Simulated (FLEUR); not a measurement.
# Si (Fd-3m) in FLEUR: further runs, part 2 of 2

FLEUR MaX-R8.1 (later development tree). Earlier steps stand in the parts before.

## 4. Equation of state, PBE, 19.36 Å³/atom (volume scaled by 0.96)

File inp.xml:

```xml
<?xml version="1.0" encoding="UTF-8" standalone="no"?>
<fleurInput fleurInputVersion="0.39">
   <comment>
      Si                                                                                                  
   </comment>
   <calculationSetup>
      <cutoffs Kmax="4.0" Gmax="20.0" GmaxXC="20.0" numbands="0"/>
      <scfLoop itmax="60" minDistance="0.00001" maxIterBroyd="15" imix="Anderson" alpha="0.05" precondParam="0.0" spinf="2.0" sdNocoIR="T"/>
      <coreElectrons ctail="T" frcor="F" kcrel="0" coretail_lmax="0"/>
      <xcFunctional name="pbe" relativisticCorrections="F"/>
      <magnetism jspins="1"/>
      <soc l_soc="F" theta="0.0" phi="0.0" spav="F"/>
      <expertModes spex="0" secvar="F"/>
      <geometryOptimization l_f="F" forcealpha="1.0" forcemix="BFGS" epsdisp="0.00001" epsforce="0.00001"/>
      <ldaU l_linMix="F" mixParam="0.05" spinf="1.0"/>
   </calculationSetup>
   <cell>
      <bzIntegration valenceElectrons="24.0" mode="hist" fermiSmearingEnergy="0.00183747">
         <kPointListSelection listName="default-1"/>
         <!-- k-points included here -->
         <xi:include xmlns:xi="http://www.w3.org/2001/XInclude" href="kpts.xml"> </xi:include>
      </bzIntegration>
      <!-- symmetry operations included here -->
      <xi:include xmlns:xi="http://www.w3.org/2001/XInclude" href="sym.xml"> </xi:include>
      <bulkLattice scale="0.9864848297">
         <bravaisMatrix>
            <row-1>    0.0000000000000000     5.1435532944025564     5.1435532944025564</row-1>
            <row-2>    5.1435532944025564     0.0000000000000000     5.1435532944025564</row-2>
            <row-3>    5.1435532944025564     5.1435532944025564     0.0000000000000000</row-3>
         </bravaisMatrix>
      </bulkLattice>
   </cell>
   <atomSpecies>
      <species name="Silicon (Si)" element="Si" atomicNumber="14">
         <mtSphere radius="2.0" gridPoints="681" logIncrement="0.017"/>
         <atomicCutoffs lmax="6" lnonsphr="4"/>
         <electronConfig flipSpins="F">
            <coreConfig>(1s1/2)</coreConfig>
            <valenceConfig>(2s1/2) (2p1/2) (2p3/2) (3s1/2) (3p1/2) (3p3/2)</valenceConfig>
            <stateOccupation state="(3p1/2)" spinUp="0.333333" spinDown="0.333333"/>
            <stateOccupation state="(3p3/2)" spinUp="0.666667" spinDown="0.666667"/>
         </electronConfig>
         <energyParameters s="3" p="3" d="3" f="4"/>
         <lo type="SCLO" l="0" n="2" eDeriv="0"/>
         <lo type="SCLO" l="1" n="2" eDeriv="0"/>
         <lo type="SCLO" l="2" n="3" eDeriv="2"/>
         <lo type="SCLO" l="3" n="4" eDeriv="2"/>
      </species>
   </atomSpecies>
   <atomGroups>
      <atomGroup species="Silicon (Si)">
         <relPos label="                   1">3.000/8.000 3.000/8.000 3.000/8.000</relPos>
         <relPos label="                   2">-3.000/8.000 -3.000/8.000 -3.000/8.000</relPos>
         <force calculate="T" relaxXYZ="TTT"/>
      </atomGroup>
   </atomGroups>
   <output dos="F" band="F" slice="F">
      <checks vchk="F" cdinf="F"/>
      <bandDOS minEnergy="-.5*Htr" maxEnergy="0.5*Htr" sigma="0.015" storeEVData="T"/>
      <vacuumDOS vacdos="F" integ="F" star="F" nstars="0" locx1="0.0" locy1="0.0" locx2="0.0" locy2="0.0" nstm="0" tworkf="0.0"/>
      <unfoldingBand unfoldBand="F" supercellX="1" supercellY="1" supercellZ="1"/>
      <plotting iplot="0" polar="F">
         <plot TwoD="T" vec1="  1.0  0.0  0.0" vec2="  0.0  1.0  0.0" vec3="  0.0  0.0  1.0" zero="  0.0  0.0  0.0" file="plot"/>
      </plotting>
      <chargeDensitySlicing numkpt="0" minEigenval="0.0" maxEigenval="0.0" nnne="0" pallst="F"/>
      <specialOutput eonly="F"/>
      <moessbauerParams electricFieldGradient="T" isomerShift="T" coreHyperfine="T" valenceHyperfine="T"/>
      <magneticCircularDichroism mcd="F" energyLo="-10.0" energyUp="0.0"/>
   </output>
  <!-- We include the file relax.xml here to enable relaxations (see documentation) -->
  <xi:include xmlns:xi="http://www.w3.org/2001/XInclude" href="relax.xml"> <xi:fallback/> </xi:include>
</fleurInput>
```

Run with:

```sh
inpgen -f crystal.txt -profile fast
# inp.xml edited to the form shown
fleur_MPI
```

Run time: 17 s. Hardware: 1 thread of Arm Neoverse V1, shared host; peak memory 0.08 GiB.

Results (log left out):

```yaml
Free_energy: -15784.4860 eV
Band_gap_on_the_k_mesh: 0.56 eV, indirect (least direct gap 2.57 eV)
Valence_electrons_inside_the_program's_atomic_spheres: Si 9.80 (radii Si 2.0 bohr)
```

Caveat: the plane-wave cutoff is short for the semicore states, which can make moduli rough.

## 5. Equation of state, PBE, 20.16 Å³/atom

Changes to inp.xml since step 4:

```diff
@@ -24,3 +24,3 @@
       <xi:include xmlns:xi="http://www.w3.org/2001/XInclude" href="sym.xml"> </xi:include>
-      <bulkLattice scale="0.9864848297">
+      <bulkLattice scale="1.0000000000">
          <bravaisMatrix>
```

Run with:

```sh
inpgen -f crystal.txt -profile fast
# inp.xml edited to the form shown
fleur_MPI
```

Run time: 18 s. Hardware: 1 thread of Arm Neoverse V1, shared host; peak memory 0.08 GiB.

Results (log left out):

| Item | Value |
| --- | --- |
| Free energy | -15784.5212 eV |
| Band gap on the k mesh | 0.63 eV, indirect (least direct gap 2.56 eV) |
| Valence electrons inside the program's atomic spheres | Si 9.77 (radii Si 2.0 bohr) |

Caveat: the plane-wave cutoff is short for the semicore states, which can make moduli rough.

## 6. Equation of state, PBE, 20.97 Å³/atom (volume scaled by 1.04)

Changes to inp.xml since step 5:

```diff
@@ -24,3 +24,3 @@
       <xi:include xmlns:xi="http://www.w3.org/2001/XInclude" href="sym.xml"> </xi:include>
-      <bulkLattice scale="1.0000000000">
+      <bulkLattice scale="1.0131594038">
          <bravaisMatrix>
```

Potentials or basis: all-electron, FLAPW.

Run with:

```sh
inpgen -f crystal.txt -profile fast
# inp.xml edited to the form shown
fleur_MPI
```

Run time: 19 s. Hardware: 1 thread of Arm Neoverse V1, shared host; peak memory 0.08 GiB.

The run converged. Its results:

```yaml
Free_energy: -15784.5179 eV
Band_gap_on_the_k_mesh: 0.69 eV, indirect (least direct gap 2.53 eV)
Valence_electrons_inside_the_program's_atomic_spheres: Si 9.74 (radii Si 2.0 bohr)
```

Caveat: the plane-wave cutoff is short for the semicore states, which can make moduli rough.

## 7. Equation of state, PBE, 21.37 Å³/atom (volume scaled by 1.06)

Changes to inp.xml since step 6:

```diff
@@ -24,3 +24,3 @@
       <xi:include xmlns:xi="http://www.w3.org/2001/XInclude" href="sym.xml"> </xi:include>
-      <bulkLattice scale="1.0131594038">
+      <bulkLattice scale="1.0196128224">
          <bravaisMatrix>
```

Run with:

```sh
inpgen -f crystal.txt -profile fast
# inp.xml edited to the form shown
fleur_MPI
```

It took 18 s on 1 thread of Arm Neoverse V1, shared host; peak memory 0.08 GiB.

It converged, with:

```
Free energy                                           : -15784.5044 eV
Band gap on the k mesh                                : 0.72 eV, indirect (least direct gap 2.45 eV)
Valence electrons inside the program's atomic spheres : Si 9.72 (radii Si 2.0 bohr)
```

Caveat: the plane-wave cutoff is short for the semicore states, which can make moduli rough.

## 8. Equation of state, PBE

Potentials or basis: all-electron, FLAPW.

This step only gathers the single runs of the series.

What came out:

```yaml
Equilibrium_volume: 20.48 Å³/atom
Bulk_modulus: 88 GPa
```

Energy against volume, from the lowest point:
| volume (Å³/atom) | energy (meV/atom) |
| --- | --- |
| 18.955 | 35.05 |
| 19.358 | 17.59 |
| 20.165 | 0.00 |
| 20.971 | 1.67 |
| 21.375 | 8.42 |

Caveat: small basis for a fit; the plane-wave cutoff is short for the semicore states, which can make moduli rough.
